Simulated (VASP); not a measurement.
Write the native input for VASP 6.6.1 that does the following.

```
Task                   : single point
Functional             : PBEsol
Potentials or basis    : VASP PAW PBE potentials, release 64 (Cl, Na_pv)
Cutoff                 : 520 eV
k mesh                 : 8 × 8 × 8
Occupations            : fermi-dirac, width 0.05 eV
Spin                   : no spin polarisation
Ladder                 : free
Further INCAR settings : ALGO = Normal; EDIFF = 1e-07; NBANDS = 14
```

The structure of NaCl lies in POSCAR:

```
NaCl
1.0
    0.0000000000      2.7940632177      2.7940632177
    2.7940632177      0.0000000000      2.7940632177
    2.7940632177      2.7940632177      0.0000000000
Cl Na
1 1
Direct
    0.5000000000      0.5000000000      0.5000000000
    0.0000000000      0.0000000000      0.0000000000
```

The cell is a database's computed one.

One way to write it, as run:

INCAR

```
SYSTEM = NaCl
ALGO = Normal
EDIFF = 1E-7
ENCUT = 520
GGA = PS
ISIF = 2
ISMEAR = -1
LASPH = .TRUE.
LCHARG = .TRUE.
LELF = .TRUE.
LREAL = .FALSE.
LVHAR = .TRUE.
LWAVE = .FALSE.
NBANDS = 14
NELM = 100
PREC = Accurate
SIGMA = 0.05
```

KPOINTS

```
k-points
0
G
  8 8 8
  0 0 0
```

Potentials or basis: VASP PAW PBE potentials, release 64 (Cl, Na_pv).

The run is started by

```bash
$ cat potpaw_PBE.64/Cl/POTCAR potpaw_PBE.64/Na_pv/POTCAR > POTCAR
$ mpirun -np 1 vasp_std > vasp.out
```

Results of the run:

```json
{"Pressure": "0.2 GPa", "Band gap on the k mesh": "5.04 eV, direct"}
```

Caveat: the PAW data sets were made with another functional, which shifts forces and pressure a little.

Run time: 13 s on 1 thread of AMD EPYC 9R45 96-Core Processor (Zen 5), with other jobs on the host, peak memory 0.13 GiB.
